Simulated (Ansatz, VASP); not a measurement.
# Two plane-wave programs on Al

File INCAR:

```
  ALGO = Normal
  EDIFF = 1E-8
  ENCUT = 520
  GGA = CA
  ISIF = 2
  ISMEAR = -1
  LASPH = T
  LCHARG = F
  LEFG = T
  LREAL = F
  LWAVE = F
  NBANDS = 8
  NELM = 60
  PREC = Accurate
  SIGMA = 0.05
```

KPOINTS

```
k-points
0
Gamma
  15 15 15
```

The input POSCAR:

```
Al
1.0
    2.7215709975      0.0000000000      0.0000000000
    0.0000000000      2.7215709975      0.0000000000
    0.0000000000      0.0000000000      2.7215709975
Al
1
Direct
    0.0000000000      0.0000000000      0.0000000000
```

Input for Ansatz:

```yaml
crystal:
  lattice:
    - [2.7215709975, 0.0, 0.0]
    - [0.0, 2.7215709975, 0.0]
    - [0.0, 0.0, 2.7215709975]
  atoms:
    - { symbol: Al, position: [0.0, 0.0, 0.0] }
kpoints:
  mp_grid: { grid: [15, 15, 15] }
  band_path:
    path:
      - [0.0, 0.0, 0.0]
      - [0.0, 0.5, 0.0]
      - [0.5, 0.5, 0.0]
      - [0.0, 0.0, 0.0]
      - [0.5, 0.5, 0.5]
      - [0.0, 0.5, 0.0]
      - [0.5, 0.5, 0.5]
      - [0.5, 0.5, 0.0]
    npoints: 5
scf:
  occupations: { method: fermi_dirac, width: 0.05 }
hamiltonian:
  xc: lda
  pseudopotentials: { kind: paw }
output:
  forces: true
  stress: true
  eigenvalues: true
  efg: { contact_densities: true }
```

Alike in both runs: task electric field gradients; functional LDA; k mesh 15 × 15 × 15; occupations fermi-dirac, width 0.05 eV; no spin polarisation.

|  | VASP | Ansatz |
| --- | --- | --- |
| version | VASP 6.6.1 | Ansatz 0.2.0 |
| potentials or method | VASP PAW LDA potentials, release 64 (Al) | PAW with Ansatz's default frozen-core files, scalar-relativistic |
| plane-wave cutoff (eV) | 520 | 420 |
| valence electrons in the cell | 3 | 3 |

Ansatz gave:

* pressure (GPa): -2.5
* Vzz of the field gradient on the site that differs most (V/Å²): 0.0

Question: Which values does VASP return?

Answer: Pressure (GPa): -2.4; Vzz of the field gradient on the site that differs most (V/Å²): 0.0.
